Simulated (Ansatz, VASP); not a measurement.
# Two plane-wave programs on HfC

File INCAR:

```
PREC = Accurate ; ENCUT = 520
EDIFF = 1E-7 ; ISMEAR = -1
SIGMA = 0.05 ; LREAL = F
LASPH = T ; NELM = 60
ALGO = Normal ; ISIF = 2
LWAVE = F ; LCHARG = F
GGA = PS ; NBANDS = 22
```

KPOINTS

```
regular mesh
0
Gamma
  9 9 5
```

Contents of POSCAR:

```
HfC
1.0
    3.4084290914      0.0000000000      0.0000000000
   -1.7042145456      2.9517861801      0.0000000000
    0.0000000000      0.0000000000      5.3047539058
Hf C
2 2
Direct
    0.3333333333      0.6666666667      0.2500000000
    0.6666666667      0.3333333333      0.7500000000
    0.0000000000      0.0000000000      0.5000000000
    0.0000000000      0.0000000000      0.0000000000
```

File input.yaml:

```yaml
crystal:
  lattice:
    - [3.4084290914, 0.0, 0.0]
    - [-1.7042145456, 2.9517861801, 0.0]
    - [0.0, 0.0, 5.3047539058]
  atoms:
    - { symbol: Hf, position: [0.3333333333, 0.6666666667, 0.25] }
    - { symbol: Hf, position: [0.6666666667, 0.3333333333, 0.75] }
    - { symbol: C, position: [0.0, 0.0, 0.5] }
    - { symbol: C, position: [0.0, 0.0, 0.0] }
hamiltonian:
  xc: pbesol
  pseudopotentials: { kind: paw }
kpoints:
  mp_grid: { grid: [9, 9, 5] }
scf:
  occupations: { method: fermi_dirac, width: 0.05 }
output:
  forces: true
  stress: true
  eigenvalues: true
  write_density: true
  write_potential: true
  elf: true
  volumetric_format: npy
```

Change from the starting cell: volume scaled by 1.06.

Alike in both runs: task single point; functional PBEsol; k mesh 9 × 9 × 5; occupations fermi-dirac, width 0.05 eV; no spin polarisation.

```csv
,VASP,Ansatz
version,VASP 6.6.1,Ansatz 0.2.0
potentials or method,"VASP PAW PBE potentials, release 64 (Hf_pv, C)",Ansatz PAW
plane-wave cutoff (eV),520,420
valence electrons in the cell,28,60
```

```csv
,VASP,Ansatz,Ansatz less VASP
gap on the k mesh at the Fermi level (eV),none,none,-
pressure (GPa),-19.2,-18.5,+0.64
largest component of the traceless stress (GPa),2.52,2.50,-0.018
```

A gap of «none» marks a metal or a gap that the smearing closes. The two sets of potentials don't hold the same shells in valence.

Caveats: the PAW data sets were made with another functional, which shifts forces and pressure a little (VASP); the PAW data sets come from PBE, with cores solved anew for the run's functional, which leaves a small shift of forces and pressure (Ansatz). The runs have no spin-orbit coupling, so splittings on Hf are missing.
